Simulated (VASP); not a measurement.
# BN in VASP: work function with PBE

Aim: the work function of BN with PBE.

Program: VASP 6.6.1. These are calculated values, not measurements. Logs are shortened: lines on timing, memory, paths and dates and some standing lists are left out, and cuts for length are marked.

## (1) The structure

The cell holds a sheet with vacuum, 2 atoms: a = 2.512 Å, b = 2.512 Å, c = 23.902 Å, α = 90.00°, β = 90.00°, γ = 120.00°.

The cell was built by a generator and needn't be a form met in nature.

## (2) Work function, PBE

INCAR reads:

```
  PREC = Accurate
  ENCUT = 520
  EDIFF = 1E-7
  ISMEAR = 0
  SIGMA = 0.05
  LREAL = False
  LASPH = True
  NELM = 80
  ALGO = Normal
  ISIF = 2
  LWAVE = False
  LCHARG = True
  LDIPOL = True
  IDIPOL = 3
  DIPOL = 0.5 0.5 0.314
  GGA = PE
  LELF = True
  LVHAR = True
  LVACPOTAV = True
```

KPOINTS reads:

```
Automatic mesh
0
Gamma
  12 12 1
```

POSCAR reads:

```
BN
1.0
    2.5120600000     -0.0042300000      0.0000000000
   -1.2523700000      2.1776200000      0.0000000000
    0.0000000000      0.0000000000     23.9016000000
B N
1 1
Direct
    0.9940400000      0.9945700000      0.3137900000
    0.6607100000      0.3279100000      0.3137900000
```

Potentials or basis: VASP PAW PBE potentials, release 64 (B, N).

On the command line:

```bash
cat potpaw_PBE.64/B/POTCAR potpaw_PBE.64/N/POTCAR > POTCAR
mpirun -np 1 vasp_std > vasp.out
```

OUTCAR:

```text
PREC = Accurate
   ENCUT = 520
   EDIFF = 1E-7
   ISMEAR = 0
   LREAL = False
   LASPH = True
   NELM = 80
   ISIF = 2
   GGA = PE

 ion  position               nearest neighbor table
   1  0.994  0.995  0.314-   2 1.45   2 1.45   2 1.45
   2  0.661  0.328  0.314-   1 1.45   1 1.45   1 1.45

  LATTYP: Found a hexagonal cell.
 ALAT       =     2.5120635614
 C/A-ratio  =     9.5147274007

  Lattice vectors:

 A1 = (   2.5120600000,  -0.0042300000,   0.0000000000)
 A2 = (  -1.2523700000,   2.1776200000,   0.0000000000)
 A3 = (   0.0000000000,   0.0000000000,  23.9016000000)

Analysis of symmetry for initial positions (statically):
=====================================================================
 Subroutine PRICEL returns:
 Original cell was already a primitive cell.

 Routine SETGRP: Setting up the symmetry group for a
 hexagonal supercell.

 Subroutine GETGRP returns: Found  4 space group operations
 (whereof  1 operations were pure point group operations)
 out of a pool of 24 trial point group operations.

The static configuration has the point symmetry C_1 .
 The point group associated with its full space group is C_2v.

Analysis of symmetry for dynamics (positions and initial velocities):
=====================================================================
 Subroutine PRICEL returns:
 Original cell was already a primitive cell.

 Routine SETGRP: Setting up the symmetry group for a
 hexagonal supercell.

 Subroutine GETGRP returns: Found  4 space group operations
 (whereof  1 operations were pure point group operations)
 out of a pool of 24 trial point group operations.

The dynamic configuration has the point symmetry C_1 .
 The point group associated with its full space group is C_2v.

 Subroutine INISYM returns: Found  4 space group operations
 (whereof  1 operations are pure point group operations),
 and found     1 'primitive' translations

----------------------------------------------------------------------------------------

                                     Primitive cell

  volume of cell :     130.6226

  direct lattice vectors                    reciprocal lattice vectors
     2.512060000 -0.004230000  0.000000000     0.398465543  0.229161329  0.000000000
    -1.252370000  2.177620000  0.000000000     0.000774014  0.459662086  0.000000000
     0.000000000  0.000000000 23.901600000     0.000000000  0.000000000  0.041838203

  length of vectors
     2.512063561  2.512062794 23.901600000     0.459662598  0.459662738  0.041838203

  position of ions in fractional coordinates (direct lattice)
     0.994040000  0.994570000  0.313790000
     0.660710000  0.327910000  0.313790000

  ion indices of the primitive-cell ions
   primitive index   ion index
                 1           1
                 2           2

----------------------------------------------------------------------------------------

 KPOINTS: Automatic mesh

Automatic generation of k-mesh.
 Grid dimensions read from file:
 generate k-points for:   12   12    1

 Generating k-lattice:

  Cartesian coordinates                     Fractional coordinates (reciprocal lattice)
     0.033205462  0.019096777  0.000000000     0.083333333  0.000000000  0.000000000
     0.000064501  0.038305174  0.000000000    -0.000000000  0.083333333  0.000000000
     0.000000000  0.000000000  0.041838203     0.000000000  0.000000000  1.000000000

  Length of vectors
     0.038305216  0.038305228  0.041838203

  Shift w.r.t. Gamma in fractional coordinates (k-lattice)
     0.000000000  0.000000000  0.000000000

 Subroutine IBZKPT returns following result:
 ===========================================

 Found     43 irreducible k-points:

 Following reciprocal coordinates:
            Coordinates               Weight
  0.000000  0.000000  0.000000      1.000000
  0.083333 -0.000000  0.000000      4.000000
 -0.000000  0.083333  0.000000      2.000000
  0.166667  0.000000  0.000000      4.000000
 -0.000000  0.166667  0.000000      2.000000
  0.250000  0.000000  0.000000      4.000000
[... 16 lines left out ...]
 -0.083333  0.416667  0.000000      4.000000
 -0.416667  0.333333  0.000000      4.000000
 [... further k-points ...]
   k-points           NKPTS =     43   k-points in BZ     NKDIM =     43   number of bands    NBANDS=      8
   number of dos      NEDOS =    301   number of ions     NIONS =      2
   total plane-waves  NPLWV =  72000
   dimension x,y,z NGX =    20 NGY =   20 NGZ =  180
   dimension x,y,z NGXF=    40 NGYF=   40 NGZF=  360
   ions per type =               1   1
   NGX,Y,Z   is equivalent  to a cutoff of  13.24, 13.24, 12.52 a.u.
   NGXF,Y,Z  is equivalent  to a cutoff of  26.47, 26.47, 25.04 a.u.
 SYSTEM =  unknown system
   PREC   = accura    normal or accurate (medium, high low for compatibility)
   ISTART =      0    job   : 0-new  1-cont  2-samecut
   ICHARG =      2    charge: 1-file 2-atom 10-const
   ISPIN  =      1    spin polarized calculation?
   LNONCOLLINEAR =      F non collinear calculations
   LSORBIT =      F    spin-orbit coupling
   LASPH  =      T    aspherical Exc in radial PAW
   ENCUT  =  520.0 eV  38.22 Ry    6.18 a.u.   4.67  4.67 44.44*2*pi/ulx,y,z
   NELM   =     80;   NELMIN=  2; NELMDL= -5     # of ELM steps
   EDIFF  = 0.1E-06   stopping-criterion for ELM
   LREAL  =      F    real-space projection
   EDIFFG = 0.1E-05   stopping-criterion for IOM
   NSW    =      0    number of steps for IOM
   IBRION =     -1    ionic relax: 0-MD 1-quasi-New 2-CG
   NFREE  =      0    steps in history (QN), initial steepest desc. (CG)
   ISIF   =      2    stress and relaxation
   ISYM   =      2    0-nonsym 1-usesym 2-fastsym
   POTIM  = 0.5000    time-step for ionic-motion
   TEBEG  =    0.0;   TEEND  =   0.0 temperature during run
   PSTRESS=    0.0 pullay stress
   NELECT =       8.0000    total number of electrons
   NUPDOWN=      -1.0000    fix difference up-down
   EMIN   =  10.00;   EMAX   =-10.00  energy-range for DOS
   EFERMI =   0.00;   METHOD = LEGACY
   ISMEAR =     0;   SIGMA  =   0.05  broadening in eV -4-tet -1-fermi 0-gaus
   EFERMI_NEDOS =   21; number of points for ismear=-14 and -15
   IALGO  =     38    algorithm
   IMIX   =      4    mixing-type and parameters
     AMIX     =   0.40;   BMIX     =  1.00
     AMIX_MAG =   1.60;   BMIX_MAG =  1.00
  volume/ion in A,a.u.               =      65.31       440.74
  Fermi-wavevector in a.u.,A,eV,Ry     =   0.645306  1.219451  5.665728  0.416419
  Thomas-Fermi vector in A             =   1.712918
   LORBIT       =      0    0 simple, 1 ext, 2 COOP (PROOUT), +10 PAW based schemes
   GGA     = PE    functional components
   LHFCALC =     F    Hartree Fock is set to
   AEXX    =    0.0000 exact exchange contribution
   IVDW    =     0    specifies the selected vdW correction
   LEPSILON=     F    determine dielectric tensor
   LRPA    =     F    only Hartree local field effects (RPA)
 non-spin polarized calculation
 Gauss-broadening in eV      SIGMA  =   0.05
  energy-cutoff  :      520.00
  volume of cell :      130.62
 maximum number of plane-waves:      3557
   NGX =  9   NGY =  9   NGZ = 89

 dipolmoment           0.000000      0.000000      0.000001 electrons x Angstroem

 number of electron       7.9999999 magnetization

 dipolmoment           0.000000      0.000000     -0.000000 electrons x Angstroem

 Free energy of the ion-electron system (eV)
  ---------------------------------------------------
  ext. energy  EPLUGINS =         0.00000000
  ---------------------------------------------------
  free energy    TOTEN  =       -17.60060910 eV

  energy without entropy =      -17.60060910  energy(sigma->0) =      -17.60060910

 E-fermi :  -4.4384     XC(G=0):  -1.7658

 val. band max:       -4.6958333033   @ k =   0.3333   0.3333   0.0000
 cond. band min:      -0.0333656900   @ k =   0.3333   0.3333   0.0000
 fundamental gap:      4.6624676133
 Fermi energy:        -4.4384354710

 k-point     1 :       0.0000    0.0000    0.0000
  band No.  band energies     occupation
      1     -22.3102      2.00000
      2      -9.8959      2.00000
      3      -6.0482      2.00000
      4      -6.0479      2.00000
      5      -0.0036      0.00000
      6       0.8933      0.00000
      7       1.2057      0.00000
      8       1.7749      0.00000

 k-point     2 :       0.0833   -0.0000    0.0000
  band No.  band energies     occupation
      1     -22.1775      2.00000
      2      -9.7178      2.00000
      3      -6.6052      2.00000
      4      -6.3039      2.00000
      5       0.2255      0.00000
      6       1.1045      0.00000
      7       1.4267      0.00000
      8       1.9897      0.00000

 k-point     3 :      -0.0000    0.0833    0.0000
  band No.  band energies     occupation
      1     -22.1775      2.00000
      2      -9.7178      2.00000
      3      -6.6054      2.00000
      4      -6.3037      2.00000
      5       0.2255      0.00000
      6       1.1045      0.00000
      7       1.4267      0.00000
      8       1.9897      0.00000

 k-point     4 :       0.1667    0.0000    0.0000
  band No.  band energies     occupation
      1     -21.7869      2.00000
      2      -9.1917      2.00000
      3      -8.0092      2.00000
      4      -6.9270      2.00000
      5       0.8853      0.00000
      6       1.7276      0.00000
      7       2.0886      0.00000
      8       2.6274      0.00000

 k-point     5 :      -0.0000    0.1667    0.0000
  band No.  band energies     occupation
      1     -21.7869      2.00000
      2      -9.1917      2.00000
      3      -8.0093      2.00000
      4      -6.9268      2.00000
      5       0.8853      0.00000
      6       1.7276      0.00000
      7       2.0886      0.00000
      8       2.6274      0.00000

 k-point     6 :       0.2500    0.0000    0.0000
  band No.  band energies     occupation
      1     -21.1657      2.00000
      2      -9.7854      2.00000
      3      -8.3477      2.00000
      4      -7.6494      2.00000
      5       1.9410      0.00000
      6       2.6502      0.00000
      7       3.1889      0.00000
      8       3.6027      0.00000

 k-point     7 :       0.0000    0.2500    0.0000
  band No.  band energies     occupation
      1     -21.1657      2.00000
      2      -9.7855      2.00000
      3      -8.3477      2.00000
      4      -7.6492      2.00000
      5       1.9410      0.00000
      6       2.6502      0.00000
      7       3.1889      0.00000
      8       3.6027      0.00000
[... 133 lines left out ...]
 k-point    20 :      -0.0833    0.3333    0.0000
  band No.  band energies     occupation
      1     -20.6999      2.00000
      2     -10.7053      2.00000
      3      -8.3373      2.00000
      4      -7.7070      2.00000
      5       2.7866      0.00000
      6       2.8315      0.00000
      7       4.0694      0.00000
      8       4.1047      0.00000

 k-point    21 :      -0.3333    0.2500    0.0000
  band No.  band energies     occupation
      1     -20.6999      2.00000
      2     -10.7052      2.00000
      3      -8.3374      2.00000
      4      -7.7071      2.00000
      5       2.7866      0.00000
      6       2.8315      0.00000
      7       4.0694      0.00000
      8       4.1047      0.00000

 k-point    22 :       0.3333    0.0833    0.0000
  band No.  band energies     occupation
      1     -19.9004      2.00000
      2     -12.2834      2.00000
      3      -8.8850      2.00000
      4      -6.5762      2.00000
      5       1.5242      0.00000
      6       4.3274      0.00000
      7       5.5820      0.00000
      8       5.7991      0.00000

 k-point    23 :      -0.0833    0.4167    0.0000
  band No.  band energies     occupation
      1     -19.9005      2.00000
      2     -12.2834      2.00000
      3      -8.8849      2.00000
      4      -6.5762      2.00000
      5       1.5241      0.00000
      6       4.3274      0.00000
      7       5.5820      0.00000
      8       5.7991      0.00000

 k-point    24 :      -0.4167    0.3333    0.0000
  band No.  band energies     occupation
      1     -19.9004      2.00000
      2     -12.2834      2.00000
      3      -8.8850      2.00000
      4      -6.5762      2.00000
      5       1.5243      0.00000
      6       4.3274      0.00000
      7       5.5820      0.00000
      8       5.7990      0.00000

 [... further k-points ...]

------------------------ aborting loop because EDIFF is reached ----------------------------------------

 vacuum level on the upper side and lower side of the slab       (xc-potential included)        -0.113        -0.113

  FORCE on cell =-STRESS in cart. coord.  units (eV):
  Direction    XX          YY          ZZ          XY          YZ          ZX
  --------------------------------------------------------------------------------------
  -------------------------------------------------------------------------------------
  Total        0.0185860      0.0188238     -0.0183916      0.0000004      0.0000000      0.0000000
  in kB        0.2279702      0.2308865     -0.2255861      0.0000046      0.0000000      0.0000000
  external PRESSURE =       0.0777569 kB  Pullay stress =       0.0000000 kB

 VOLUME and BASIS-vectors are now :
 -----------------------------------------------------------------------------
  energy-cutoff  :      520.00
  volume of cell :      130.62
      direct lattice vectors                 reciprocal lattice vectors
     2.512060000 -0.004230000  0.000000000     0.398465543  0.229161329  0.000000000
    -1.252370000  2.177620000  0.000000000     0.000774014  0.459662086  0.000000000
     0.000000000  0.000000000 23.901600000     0.000000000  0.000000000  0.041838203

 POSITION                                       TOTAL-FORCE (eV/Angst)
 -----------------------------------------------------------------------------------
      1.25152      2.16159      7.50008         0.000001      0.000576      0.000000
      1.24908      0.71127      7.50008        -0.000001     -0.000576      0.000000
 -----------------------------------------------------------------------------------
    total drift:                                0.000091      0.000040      0.000005

  FREE ENERGIE OF THE ION-ELECTRON SYSTEM (eV)
  ---------------------------------------------------
  free  energy   TOTEN  =       -17.6006091030 eV

  energy  without entropy=      -17.6006091030  energy(sigma->0) =      -17.60060910

 vacuum level on the upper side and lower side of the slab         1.122         1.122
```

Run time: 2.2 min. Hardware: 1 thread of Intel Xeon Platinum 8259CL at 2.50GHz (Skylake/Cascade Lake), shared host; peak memory 0.26 GiB.

Results:

| Quantity | Value |
| --- | --- |
| Free energy | -17.6006 eV |
| Band gap on the k mesh | 4.66 eV, direct |
| Ionisation potential of the upper face | 5.82 eV |

## (3) The reference run

An earlier run on the cell as given: functional PBE; potentials or basis VASP PAW PBE potentials, release 64 (B, N); cutoff 520 eV; k mesh 12 × 12 × 1; occupations fermi-dirac, width 0.05 eV; no spin polarisation.

- Band gap on the k mesh: 4.66 eV, direct
- Ionisation potential of the upper face: 5.82 eV
